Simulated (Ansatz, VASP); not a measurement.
## Two plane-wave programs on Ni3Ge

Contents of INCAR:

```
SYSTEM = Ni3Ge
  PREC = Accurate
  ENCUT = 520
  EDIFF = 1E-7
  ISMEAR = 0
  SIGMA = 0.4
  LREAL = .False.
  LASPH = .True.
  NELM = 100
  ALGO = Normal
  ISIF = 2
  LWAVE = .False.
  LCHARG = .False.
  GGA = PS
  NBANDS = 30
```

The input KPOINTS:

```
Automatic mesh
0
Gamma
  6 6 6
  0 0 0
```

File POSCAR:

```
Ni3Ge
1.0
    3.5303341067      0.0000000000      0.0000000000
    0.0000000000      3.5303341067      0.0000000000
    0.0000000000      0.0000000000      3.5303341067
Ni Ge
3 1
Direct
    0.5000000000      0.0000000000      0.5000000000
    0.0000000000      0.5000000000      0.5000000000
    0.5000000000      0.5000000000      0.0000000000
    0.0000000000      0.0000000000      0.0000000000
```

Input for Ansatz:

```yaml
crystal:
  lattice:
    - [3.5303341067, 0.0, 0.0]
    - [0.0, 3.5303341067, 0.0]
    - [0.0, 0.0, 3.5303341067]
  atoms:
    - { symbol: Ni, position: [0.5, 0.0, 0.5] }
    - { symbol: Ni, position: [0.0, 0.5, 0.5] }
    - { symbol: Ni, position: [0.5, 0.5, 0.0] }
    - { symbol: Ge, position: [0.0, 0.0, 0.0] }
basis:
  ecutwfc: 420
kpoints:
  mp_grid: { grid: [6, 6, 6] }
hamiltonian:
  xc: pbesol
scf:
  occupations: { method: gaussian, width: 0.4 }
output:
  forces: true
  stress: true
  eigenvalues: true
```

Alike in both runs: task single point; functional PBEsol; k mesh 6 × 6 × 6; occupations gaussian, width 0.4 eV; no spin polarisation.

```csv
,VASP,Ansatz
version,VASP 6.6.1,Ansatz 0.2.0
potentials or method,"VASP PAW PBE potentials, release 64 (Ni, Ge_d)","scalar-relativistic, plane waves, PAW"
plane-wave cutoff (eV),520,420
valence electrons in the cell,44,68
```

VASP gave:

```
gap on the k mesh at the Fermi level (eV) : none
pressure (GPa)                            : -0.3
```

Problem. What did Ansatz give for the same quantities?

Solution. gap on the k mesh at the Fermi level (eV): none; pressure (GPa): -0.5.

A gap of «none» marks a metal or a gap that the smearing closes. With one functional, cell and mesh, what is left measures potentials, basis and numerics. The two sets of potentials don't hold the same shells in valence.

Caveats: the PAW data sets were made with another functional, which shifts forces and pressure a little (VASP). Spin polarisation is off, so any magnetic state and its effect on volume and gap are missing.
